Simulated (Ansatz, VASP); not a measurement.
One calculation of KBr, two programs

```
K Br
1.0
     0.00000    3.29454    3.29454
     3.29454    0.00000    3.29454
     3.29454    3.29454    0.00000
K Br
1 1
Direct
  0.00000 0.00000 0.00000
  0.50000 0.50000 0.50000
```

Alike in both runs: task single point; functional PBE; k mesh 4 × 4 × 4; occupations gaussian, width 0.1 eV; no spin polarisation.

|  | VASP | Ansatz |
| --- | --- | --- |
| version | VASP 6.6.1 | Ansatz 0.2.0 |
| potentials or method | VASP PAW PBE potentials, release 64 (K_sv, Br) | scalar-relativistic, plane waves, PAW |
| plane-wave cutoff (eV) | 520 | 420 |
| valence electrons in the cell | 16 | 16 |

```csv
,VASP,Ansatz,Ansatz less VASP
gap on the k mesh at the Fermi level (eV),4.45,4.45,+0.002
least direct gap on the mesh (eV),4.45,4.45,+0.002
pressure (GPa),0.8,0.8,-0.04
```

Expect the measured gap to be larger: semilocal functionals such as PBE lack the derivative discontinuity.
